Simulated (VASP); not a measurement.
A calculation with VASP 6.6.1 of HfN (ASE script, structure typed inline):

Contents of run.py:

```python
from ase import Atoms
from ase.calculators.vasp import Vasp
from ase.dft.bandgap import bandgap

atoms = Atoms(
    ['Hf', 'N'],
    cell=[[0.0, 2.256, 2.256], [2.256, 0.0, 2.256], [2.256, 2.256, 0.0]],
    scaled_positions=[[0.0, 0.0, 0.0], [0.5, 0.5, 0.5]],
    pbc=True,
)
calc = Vasp(
    directory='calc',
    xc='pbesol',
    pp='PBE',
    setups='materialsproject',
    prec='Accurate',
    encut=520,
    ediff=1e-06,
    ismear=0,
    sigma=0.02,
    lreal=False,
    lasph=True,
    nelm=60,
    algo='Normal',
    isif=2,
    lwave=False,
    lcharg=False,
    kpts=[10, 10, 10],
    gamma=True,
    nbands=14,
)
atoms.calc = calc

print('energy (eV):', atoms.get_potential_energy())
print('free energy (eV):', atoms.get_potential_energy(force_consistent=True))
print('forces (eV/A):')
print(atoms.get_forces())
print('stress (eV/A^3, Voigt):', atoms.get_stress())
print('Fermi level (eV):', calc.get_fermi_level())
gap, top, bottom = bandgap(calc)
print('band gap (eV):', gap, 'from (spin, k, band)', top, 'to', bottom)
```

Potentials or basis: VASP PAW PBE potentials, release 64 (Hf_pv, N).

The run is started by

```sh
$ python run.py
```

Write the same calculation in another form: native input, structure from a POSCAR.

As run:

File INCAR:

```
  ALGO = Normal
  EDIFF = 1E-6
  ENCUT = 520
  GGA = PS
  ISIF = 2
  ISMEAR = 0
  LASPH = T
  LCHARG = T
  LELF = T
  LREAL = F
  LVHAR = T
  LWAVE = F
  NBANDS = 14
  NELM = 80
  PREC = Accurate
  SIGMA = 0.02
```

The input KPOINTS:

```
k-points
0
Gamma
  10 10 10
```

Contents of POSCAR:

```
HfN
3.1905
    0.000000000000      0.707099200752      0.707099200752
    0.707099200752      0.000000000000      0.707099200752
    0.707099200752      0.707099200752      0.000000000000
Hf N
1 1
Direct
    0.0000000000      0.0000000000      0.0000000000
    0.5000000000      0.5000000000      0.5000000000
```

Potentials or basis: VASP PAW PBE potentials, release 64 (Hf_pv, N).

Run with:

```bash
$ cat potpaw_PBE.64/Hf_pv/POTCAR potpaw_PBE.64/N/POTCAR > POTCAR
$ mpirun -np 1 vasp_std > vasp.out
```

Both were run:

|  | ASE script, structure typed inline | native input, structure from a POSCAR |
| --- | --- | --- |
| Pressure | -4.1 GPa | -4.1 GPa |
| Band gap on the k mesh | none (metal or under the smearing width) | none (metal or under the smearing width) |

Keys that steer only the numerical path or the files written may differ.

Caveat: the PAW data sets were made with another functional, which shifts forces and pressure a little.
